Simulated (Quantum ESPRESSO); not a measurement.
Crystal: Sb.

```xyz
2
Lattice="2.1542 1.2437 3.7580 -2.1542 1.2437 3.7580 0.0000 -2.4875 3.7580" Properties=species:S:1:pos:R:3 pbc="T T T"
Sb    0.0000    0.0000    8.6416
Sb    0.0000    0.0000    2.6324
```

* Program: Quantum ESPRESSO 7.5
* Task: Wannier functions
* Functional: PBEsol
* Potentials or basis: GBRV 1.5 PBEsol
* Cutoff: 612 eV
* Density cutoff: 4898 eV
* k mesh: 6 × 6 × 6
* Occupations: fermi-dirac, width 0.05 eV
* Spin: no spin polarisation
* Iterations: 0
* Mixing beta: 0.5
* Most SCF iterations: 120
* SCF threshold: 4e-10 Ry
* k mesh for the Wannier functions: 5 × 5 × 5
* Projections: Sb sp

Start: atomic projections with disentanglement, frozen window up to 2.0 eV over the reference level; the lowest 10 bands are left out; no minimisation of the spread. The reference level is the Fermi level, or the middle of the gap.

Q: With atomic projections with disentanglement, how many functions result, how localised are they, and how well do they interpolate the bands?

A: 8 functions with spreads from 1.60 to 3.03 Å², 20.0 Å² in all; they miss the direct bands by 36 meV (root mean square).

Wannier functions:
```csv
function,nearest atom,distance (Å),spread (Å²),on-site energy from the reference level (eV)
1,1 Sb,0.01,1.60,-8.40
2,1 Sb,0.05,3.03,-0.49
3,1 Sb,0.08,2.68,-0.45
4,1 Sb,0.09,2.68,-0.45
5,2 Sb,0.01,1.60,-8.40
6,2 Sb,0.05,3.03,-0.49
7,2 Sb,0.08,2.68,-0.45
8,2 Sb,0.09,2.68,-0.45
```

Parts of the spread (Å²): invariant 13.76, diagonal 0.063, off-diagonal 6.16, total 19.98. Against the direct bands the interpolation misses by 36 meV (root mean square) and 139 meV at most, for states up to 1 eV over the reference level.

Caveat: the k mesh is coarse; spin-orbit coupling is left out, which moves the levels of the heavy elements.
